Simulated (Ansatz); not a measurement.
MgH: stable or not

It was reached by relaxing an invented guess, and it needn't be the stable form of this composition.

These are results of DFT PBE, scalar-relativistic, plane waves, PAW in Ansatz 0.2.0, not measurements. Settings of the last relaxation (8-atom cell): 420 eV, 12×8×6 k points, Gaussian smearing of 0.10 eV, no spin polarisation.

```
CELL_PARAMETERS angstrom
3.31286 0.00000 0.00000
0.00000 4.68787 0.00000
0.00000 0.00000 6.54895
ATOMIC_POSITIONS crystal
Mg 0.50000 0.00000 0.88611
Mg 0.00000 0.50000 0.11389
Mg 0.50000 0.00000 0.37701
Mg 0.00000 0.50000 0.62299
H 0.00000 0.24968 0.36070
H 0.00000 0.75032 0.36070
H 0.50000 0.25032 0.63930
H 0.50000 0.74968 0.63930
```

Energies over the elements count from the elements' standard structures at the same level (H₂ as a molecule), with no fitted energy shifts.

Question: These tests were run: energy against the elements; phonons on a 2×2×1 q mesh. What do they show?

Answer:

```csv
test,result
energy against the elements,−0.03 eV/atom
phonons on a 2×2×1 q mesh,no imaginary mode on the mesh
```

It fails none of these tests outright. Other phases of the system weren't compared here, so this isn't yet thermodynamic stability. Undecided: energy against the elements (too near zero for this accuracy).

The k mesh leaves some 4 meV/atom of noise in the energy of each metallic cell. With hydrogen, zero-point motion can shift formation energies by some tens of meV/atom. The run for the phonons used a 12×8×6 k mesh and Fermi–Dirac smearing of 0.15 eV.
